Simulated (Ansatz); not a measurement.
# In5AgTe8: Electric field gradients

The cell is a Materials Project structure (computed, not necessarily an observed phase), atoms as given.

Space group C2 (No. 5); a = 8.9611, b = 12.5756, c = 8.9648 Å, β = 90.24°.

```csv
site,Wyckoff,site symmetry,x,y,z
In1,2a,2,0.5000,0.9888,0.0000
In2,2b,2,0.5000,0.5112,0.5000
In3,2b,2,0.5000,0.9986,0.5000
In4,4c,1,0.2632,0.7495,0.7541
Ag,2a,2,0.5000,0.5016,0.0000
Te7,4c,1,0.7557,0.8646,0.9807
Te8,4c,1,0.2456,0.8656,0.4783
Te11,4c,1,0.4716,0.6354,0.2462
Te12,4c,1,0.4844,0.1348,0.7518
```

One atom of each set is listed; the run and its k-mesh use a cell of 14 atoms with edges of 7.72, 7.72, 8.96 Å.

All values are calculated (Ansatz; DFT, r2SCAN, plane waves and PAW, scalar-relativistic, 500 eV cutoff, Γ-centred 4×4×3 k-points, Fermi–Dirac smearing 0.02 eV), not measured.

C_Q = eQV_zz/h, which is 24.18 MHz for Q = 1 b and V_zz = 10²¹ V/m²; η = (V_xx − V_yy)/V_zz.

113In: I = 9/2, Q = 761.0 mb. Quadrupole moments are those of Pyykkö's year-2017 table.

Task: What field gradients does the calculation give at each kind of site?

Result: 

```csv
site,atoms,first shell,"V_xx, V_yy, V_zz (10²¹ V/m²)",η,C_Q (MHz)
In1,1,4 Te at 2.78–2.89 Å,"0.038, 6.92, -6.95",0.99,-128
In2,1,4 Te at 2.77–2.87 Å,"0.070, 6.92, -6.99",0.98,-129
In3,1,4 Te at 2.83–2.84 Å,"0.087, 0.51, -0.60",0.71,-11.0
In4,2,4 Te at 2.78–2.88 Å,"0.048, 6.44, -6.49",0.99,-119
Ag,1,4 Te at 2.79 Å,"-0.12, -0.67, 0.79",0.69,–
Te7,2,"2 In at 2.78–2.79 Å, 1 Ag at 2.79 Å","11.08, 27.4, -38.4",0.42,–
Te8,2,3 In at 2.83–2.88 Å,"9.05, 15.88, -24.9",0.27,–
Te11,2,"2 In at 2.77–2.78 Å, 1 Ag at 2.79 Å","9.85, 26.5, -36.3",0.46,–
Te12,2,3 In at 2.84–2.89 Å,"9.75, 14.82, -24.6",0.21,–
```

At Te8 and Te12 V_zz stands upright on the plane through its three neighbours (within 9°) in each case.

Ag, Te have no stable isotope with a ground-state quadrupole moment in the table, so no C_Q is given.

Without spin–orbit coupling the gradients at and beside Te can be off by some per cent, at some sites by more. With a gap of 0.5 eV on this mesh, small gradients can still move by 0.1 × 10²¹ V/m² or more as the k-mesh gets denser. Where η is near 1 the sign of V_zz means little.
